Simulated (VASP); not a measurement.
**Au: equation of state with r2SCAN**

The system is Au.

```
Au
1.0
    -1.63908    1.63908    1.63908
     1.63908   -1.63908    1.63908
     1.63908    1.63908   -1.63908
Au
1
Direct
  0.00000 0.00000 0.00000
```

This isn't the form of Au at room conditions, which is fcc.

- Program: VASP 6.6.1
- Task: equation of state
- Functional: r2SCAN
- Potentials or basis: VASP PAW PBE potentials, release 64 (Au)
- Cutoff: 520 eV
- k mesh: 10 × 10 × 10
- Occupations: fermi-dirac, width 0.05 eV
- Spin: no spin polarisation
- Ladder: gaps
- Further INCAR settings: ALGO = Normal; EDIFF = 1e-07

| Item | Value |
| --- | --- |
| Equilibrium volume | 17.61 Å³/atom |
| Bulk modulus | 148 GPa |
| Pressure derivative of the bulk modulus | 6.3 (rough: it moves with the points fitted) |

Energy against volume, from the lowest point:
| volume (Å³/atom) | energy (meV/atom) |
| --- | --- |
| 16.910 | 14.20 |
| 17.262 | 3.33 |
| 17.614 | 0.00 |
| 17.966 | 3.16 |
| 18.319 | 11.96 |

All runs of the series together: 2.2 min on 1 thread of Intel(R) Xeon(R) Platinum 8259CL CPU @ 2.50GHz (Skylake/Cascade Lake), with other jobs on the host.

Caveat: the PAW data sets were made with another functional, which shifts forces and pressure a little. The run has no spin-orbit coupling, so splittings on Au are missing.
